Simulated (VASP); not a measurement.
Set up this calculation in VASP 6.6.1, as the native input.

```yaml
Task: work function
Functional: PBEsol
Potentials_or_basis: VASP PAW PBE potentials, release 64 (C)
Cutoff: 520 eV
k_mesh: 6 × 10 × 1
Occupations: gaussian, width 0.05 eV
Spin: no spin polarisation
Vacuum_Å: 22
Dipole_correction: yes
Further_INCAR_settings: ALGO = Fast; EDIFF = 1e-06
```

The structure of C lies in POSCAR:

```
C
1.0
    5.0441320810      0.0000000000      0.0000000000
    0.0000000000      2.5220660410      0.0000000000
    0.0000000000      0.0000000000     34.9752749975
C
32
Direct
    0.3450000000      1.0000000000      0.3145078917
    0.2500000000      0.5000000000      0.3342842908
    0.0000000000      0.5000000000      0.3597790153
    0.0000000000      0.0000000000      0.3852737398
    0.2500000000      0.0000000000      0.4107684643
    0.2500000000      0.5000000000      0.4362631887
    0.0000000000      0.5000000000      0.4617579132
    0.0000000000      0.0000000000      0.4872526377
    0.2500000000      0.0000000000      0.5127473623
    0.2500000000      0.5000000000      0.5382420868
    0.0000000000      0.5000000000      0.5637368113
    0.0000000000      0.0000000000      0.5892315357
    0.2500000000      0.0000000000      0.6147262602
    0.2500000000      0.5000000000      0.6402209847
    0.0000000000      0.5000000000      0.6657157092
    0.0950000000      0.0000000000      0.6854921083
    0.6550000000      1.0000000000      0.3145078917
    0.7500000000      0.5000000000      0.3342842908
    0.5000000000      0.5000000000      0.3597790153
    0.5000000000      0.0000000000      0.3852737398
    0.7500000000      0.0000000000      0.4107684643
    0.7500000000      0.5000000000      0.4362631887
    0.5000000000      0.5000000000      0.4617579132
    0.5000000000      0.0000000000      0.4872526377
    0.7500000000      0.0000000000      0.5127473623
    0.7500000000      0.5000000000      0.5382420868
    0.5000000000      0.5000000000      0.5637368113
    0.5000000000      0.0000000000      0.5892315357
    0.7500000000      0.0000000000      0.6147262602
    0.7500000000      0.5000000000      0.6402209847
    0.5000000000      0.5000000000      0.6657157092
    0.4050000000      0.0000000000      0.6854921083
```

The slab is cut from a database's or a generator's crystal, which needn't be the stable form of the element.

These files were run (other wordings do the same):

INCAR

```
SYSTEM = C
  ALGO = Fast
  DIPOL = 0.5 0.5 0.500
  EDIFF = 1E-6
  ENCUT = 520
  GGA = PS
  IDIPOL = 3
  ISIF = 2
  ISMEAR = 0
  KPAR = 8
  LASPH = .TRUE.
  LCHARG = .TRUE.
  LDIPOL = .TRUE.
  LREAL = .FALSE.
  LVACPOTAV = .TRUE.
  LVHAR = .TRUE.
  LWAVE = .FALSE.
  NELM = 80
  PREC = Accurate
  SIGMA = 0.05
```

KPOINTS

```
k-points
0
G
  6 10 1
  0 0 0
```

Potentials or basis: VASP PAW PBE potentials, release 64 (C).

Command:

```bash
$ cat potpaw_PBE.64/C/POTCAR > POTCAR
$ mpirun -np 8 vasp_std > vasp.out
```

Results of the run:

```yaml
Largest_force: 4.511 eV/Å
Band_gap_on_the_k_mesh: none (metal or under the smearing width)
Work_function_of_the_upper_face: 5.31 eV
Work_function_of_the_lower_face: 5.31 eV
```

Caveat: the PAW data sets were made with another functional, which shifts forces and pressure a little.

Run time: 5.2 min on 8 MPI ranks on Intel(R) Xeon(R) Platinum 8488C (Sapphire Rapids), on a shared host, peak memory 0.83 GiB a rank.
